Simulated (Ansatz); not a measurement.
# CdO: response to strain

Aim: deform CdO (equal xy, yz and zx engineering shear strains of -1 %) and compute stress, forces and field gradients with LAPW, PAW and all-electron datasets made for the crystal.

Method: DFT PBEsol, scalar-relativistic, in Ansatz 0.2.0.

## Step 1: Starting point

It takes space group Fm-3m (No. 225, cubic). Conventional cell: a = 4.696 Å, b = 4.696 Å, c = 4.696 Å, α = 90.00°, β = 90.00°, γ = 90.00°. Cd (site symmetry m-3m) is surrounded by 6 O at 2.35 Å. O (site symmetry m-3m) is surrounded by 6 Cd at 2.35 Å.

As a file:

```cif
data_structure
_symmetry_space_group_name_H-M 'P 1'
_symmetry_Int_Tables_number 1
_cell_length_a 3.3208
_cell_length_b 3.3208
_cell_length_c 3.3208
_cell_angle_alpha 60.000
_cell_angle_beta 60.000
_cell_angle_gamma 60.000
_cell_volume 25.89
loop_
_atom_site_label
_atom_site_type_symbol
_atom_site_fract_x
_atom_site_fract_y
_atom_site_fract_z
_atom_site_occupancy
Cd1 Cd 0.00000 0.00000 0.00000 1
O1 O 0.50000 0.50000 0.50000 1
```

Atoms are numbered in the order of the input: Cd1, O2.

## Step 2: The deformed structure

Space group Fm-3m before, R-3m after.

## Step 3: Full-potential LAPW

The input, input.yaml:

```yaml
crystal:
  lattice:
    - [-0.0234815, 2.33640925, 2.33640925]
    - [2.33640925, -0.0234815, 2.33640925]
    - [2.33640925, 2.33640925, -0.0234815]
  atoms:
    - { symbol: Cd, position: [0.0, 0.0, 0.0] }
    - { symbol: O, position: [0.5, 0.5, 0.5] }
kpoints:
  mp_grid: { grid: [11, 11, 11] }
  band_path:
    path:
      - [0.0, 0.0, 0.0]
      - [0.5, 0.5, 0.5]
      - [0.2525443832, 0.5, 0.7474556168]
      - [-0.2525443832, 0.2525443832, 0.5]
      - [0.0, 0.0, 0.5]
      - [0.0, 0.0, 0.0]
      - [-0.3762721916, 0.0, 0.3762721916]
      - [0.0, 0.3762721916, 0.6237278084]
      - [0.0, 0.5, 0.5]
    npoints: 5
scf:
  occupations: { method: fermi_dirac, width: 0.02 }
hamiltonian:
  xc: pbesol
  pseudopotentials: { kind: all_electron, lapw: { basis_error: 0.0005 } }
output:
  forces: true
  stress: true
  eigenvalues: true
```

The run is started by

```bash
ansatz run input.yaml --threads 1 --pin off --max-ram 3072MiB --backend cpu --events-out ev --progress --plain --runs-dir out
```

## Step 4: PAW on the default files

The input, input.yaml:

```yaml
crystal:
  lattice:
    - [-0.0234815, 2.33640925, 2.33640925]
    - [2.33640925, -0.0234815, 2.33640925]
    - [2.33640925, 2.33640925, -0.0234815]
  atoms:
    - { symbol: Cd, position: [0.0, 0.0, 0.0] }
    - { symbol: O, position: [0.5, 0.5, 0.5] }
kpoints:
  mp_grid: { grid: [11, 11, 11] }
scf:
  occupations: { method: fermi_dirac, width: 0.02 }
hamiltonian:
  xc: pbesol
  pseudopotentials: { kind: paw }
output:
  forces: true
  stress: true
  eigenvalues: true
  efg: { contact_densities: true }
```

## Step 5: Datasets made for this crystal

Changes to input.yaml since step 4:

```diff
@@ -14,3 +14,3 @@
   xc: pbesol
-  pseudopotentials: { kind: paw }
+  pseudopotentials: { kind: all_electron, datasets: crystal }
 output:
```

(Steps that only read results are left out.)

Q: Predict the outcome of this session. Wanted: pressure; largest shear or deviatoric stress.

The runs gave:

| quantity | value |
| --- | --- |
| pressure | LAPW -0.54, PAW -0.56, crystal datasets -0.54 GPa |
| largest shear or deviatoric stress (LAPW) | 0.46 GPa |

In words: The largest part of the stress beyond the pressure is 0.46 GPa in size; the atoms are carried along and not relaxed. No run of the undeformed cell stands beside it, so the pressure holds what the given cell had before the change. PAW: stress within 0.02 GPa of LAPW. Crystal datasets: stress within 0.01 GPa of LAPW.
